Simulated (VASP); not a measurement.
# CdSe (Pm-3m) in VASP: notebook, part 2 of 2

VASP 6.6.1.

## 5. Relaxation of cell and atoms, PBE

Input file INCAR:

```
SYSTEM = CdSe
  PREC = Accurate
  ENCUT = 600
  EDIFF = 1E-6
  ISMEAR = 0
  SIGMA = 0.05
  LREAL = .FALSE.
  LASPH = .TRUE.
  NELM = 60
  ALGO = Normal
  ISIF = 3
  LWAVE = .FALSE.
  LCHARG = .FALSE.
  GGA = PE
  IBRION = 2
  NSW = 60
  EDIFFG = -0.005
```

Input file KPOINTS:

```
Automatic mesh
0
G
  8 8 8
  0 0 0
```

Input file POSCAR:

```
CdSe
1.0
    3.5568600000      0.0000000000      0.0000000000
    0.0000000000      3.5568600000      0.0000000000
    0.0000000000      0.0000000000      3.5568600000
Cd Se
1 1
Direct
    0.5000000000      0.5000000000      0.5000000000
    0.0000000000      0.0000000000      0.0000000000
```

Potentials or basis: VASP PAW PBE potentials, release 64 (Cd, Se).

Started as:

```console
$ cat potpaw_PBE.64/Cd/POTCAR potpaw_PBE.64/Se/POTCAR > POTCAR
$ mpirun -np 1 vasp_std > vasp.out
```

OUTCAR:

```text
SYSTEM = CdSe
   PREC = Accurate
   ENCUT = 600
   EDIFF = 1E-6
   ISMEAR = 0
   LREAL = .FALSE.
   LASPH = .TRUE.
   NELM = 60
   ISIF = 3
   GGA = PE
   IBRION = 2
   NSW = 60
   EDIFFG = -0.005

 ion  position               nearest neighbor table
   1  0.500  0.500  0.500-   2 3.08   2 3.08   2 3.08   2 3.08   2 3.08   2 3.08   2 3.08   2 3.08

   2  0.000  0.000  0.000-   1 3.08   1 3.08   1 3.08   1 3.08   1 3.08   1 3.08   1 3.08   1 3.08
[... 627 lines left out ...]

  FORCE on cell =-STRESS in cart. coord.  units (eV):
  Direction    XX          YY          ZZ          XY          YZ          ZX
  --------------------------------------------------------------------------------------
  -------------------------------------------------------------------------------------
  Total       -0.0098510     -0.0098510     -0.0098510     -0.0000000      0.0000000     -0.0000000
  in kB       -0.3490945     -0.3490945     -0.3490945     -0.0000000      0.0000000     -0.0000000
  external PRESSURE =      -0.3490945 kB  Pullay stress =       0.0000000 kB

 VOLUME and BASIS-vectors are now :
 -----------------------------------------------------------------------------
  energy-cutoff  :      600.00
  volume of cell :       45.21
      direct lattice vectors                 reciprocal lattice vectors
     3.562452388  0.000000000  0.000000000     0.280705506 -0.000000000  0.000000000
     0.000000000  3.562452388  0.000000000    -0.000000000  0.280705506  0.000000000
    -0.000000000 -0.000000000  3.562452388    -0.000000000 -0.000000000  0.280705506

 POSITION                                       TOTAL-FORCE (eV/Angst)
 -----------------------------------------------------------------------------------
      1.78123      1.78123      1.78123         0.000000     -0.000000      0.000000
      0.00000      0.00000      0.00000        -0.000000      0.000000      0.000000
 -----------------------------------------------------------------------------------
    total drift:                                0.000000      0.000000      0.000000

  FREE ENERGIE OF THE ION-ELECTRON SYSTEM (eV)
  ---------------------------------------------------
  free  energy   TOTEN  =        -4.3016137794 eV

  energy  without entropy=       -4.2986888902  energy(sigma->0) =       -4.30015133

 reached required accuracy - stopping structural energy minimisation
```

OSZICAR:

```text
N       E                     dE             d eps       ncg     rms          rms(c)
DAV:   1     0.109115498924E+03    0.10912E+03   -0.98429E+03   910   0.144E+03
DAV:   2    -0.875829921329E+00   -0.10999E+03   -0.10468E+03  1050   0.309E+02
DAV:   3    -0.481919073952E+01   -0.39434E+01   -0.39126E+01  1050   0.574E+01
[... 13 lines left out ...]
DAV:   2    -0.430199726224E+01    0.31851E-02   -0.74491E-03   950   0.128E+00    0.140E-01
DAV:   3    -0.430165432456E+01    0.34294E-03   -0.95865E-04  1010   0.378E-01    0.127E-01
DAV:   4    -0.430161548758E+01    0.38837E-04   -0.46520E-05   930   0.750E-02    0.138E-02
DAV:   5    -0.430161365360E+01    0.18340E-05   -0.27735E-06   829   0.172E-02    0.428E-03
DAV:   6    -0.430161377944E+01   -0.12584E-06   -0.23454E-07   480   0.526E-03
   2 F= -.43016138E+01 E0= -.43001513E+01  d E =-.143469E-03
```

Run time: 12 s. Hardware: 1 thread of Intel Xeon 6975P-C (Granite Rapids), shared host; peak memory 0.17 GiB.

Results:

| Item | Value |
| --- | --- |
| Free energy | -4.3016 eV |
| Relaxed volume | 22.61 Å³/atom |
| Relaxed cell | a = 3.562 Å, b = 3.562 Å, c = 3.562 Å, α = 90.00°, β = 90.00°, γ = 90.00° |
| Space group after relaxing (to 0.05 Å) | Pm-3m (No. 221) |
| Energy gained by relaxing | 0.1 meV/atom |
| Ionic steps | 2 |
| Pressure after relaxing | 0.0 GPa |
| Band gap on the k mesh | none (metal or under the smearing width) |

Step by step:
```tsv
step	energy change (eV)	largest force (eV/Å)	pressure (GPa)	volume (Å³)
1	0.0000	0.0000	0.23	45.00
2	-0.0001	0.0000	-0.03	45.21
```

Final structure:
```yaml
crystal:
  lattice:
    - [3.56245, 0.00000, 0.00000]
    - [0.00000, 3.56245, 0.00000]
    - [0.00000, 0.00000, 3.56245]
  atoms:
    - { symbol: Cd, position: [0.50000, 0.50000, 0.50000] }
    - { symbol: Se, position: [0.00000, 0.00000, 0.00000] }
```

Levels at points of the mesh, in eV from the Fermi level:
| k point | band 7 | band 8 | band 9 | band 10 | band 11 | band 12 |
| --- | --- | --- | --- | --- | --- | --- |
| (0.00, 0.00, 0.00) | -1.61 | -1.14 | -1.14 | -1.14 | 6.13 | 6.13 |
| (0.50, 0.00, 0.00) | -5.90 | 0.06 | 0.06 | 2.71 | 3.89 | 6.59 |
| (0.50, 0.50, 0.00) | -4.32 | -4.32 | -1.44 | 0.20 | 7.11 | 7.11 |
| (0.50, 0.50, 0.50) | -2.16 | -2.16 | -2.16 | 1.49 | 1.49 | 1.49 |

## 6. For comparison

An earlier run on the cell as given: functional PBE; potentials or basis VASP PAW PBE potentials, release 64 (Cd, Se); cutoff 520 eV; k mesh 8 × 8 × 8; occupations fermi-dirac, width 0.05 eV; no spin polarisation.

* Pressure: 0.3 GPa
* Band gap on the k mesh: none (metal or under the smearing width)

## 7. Overview

| task | cell | cutoff (eV) | smearing | target pressure | gap on the mesh (eV) | pressure (GPa) |
| --- | --- | --- | --- | --- | --- | --- |
| relaxation of cell and atoms | relaxed to 10 GPa | 600 | fermi-dirac 0.05 eV | 10 GPa | none | 10.0 |
| relaxation of cell and atoms | relaxed to 20 GPa | 600 | fermi-dirac 0.05 eV | 20 GPa | none | 20.0 |
| relaxation of cell and atoms | relaxed to 30 GPa | 600 | fermi-dirac 0.05 eV | 30 GPa | none | 30.0 |
| relaxation of cell and atoms | relaxed | 600 | gaussian 0.05 eV | - | none | 0.0 |
| single point | as given | 520 | fermi-dirac 0.05 eV | - | none | 0.3 |

Alike in all rows: level PBE; potentials or basis VASP PAW PBE potentials, release 64 (Cd, Se); no spin polarisation; k mesh 8 × 8 × 8.

Caveats: the cell is relaxed towards a set pressure, so the enthalpy falls and the energy may rise (some runs); the volume moved by over 15 % at a fixed basis, so the end points are rough (some runs).

Absolute energies hang on the potentials; compare differences alone.
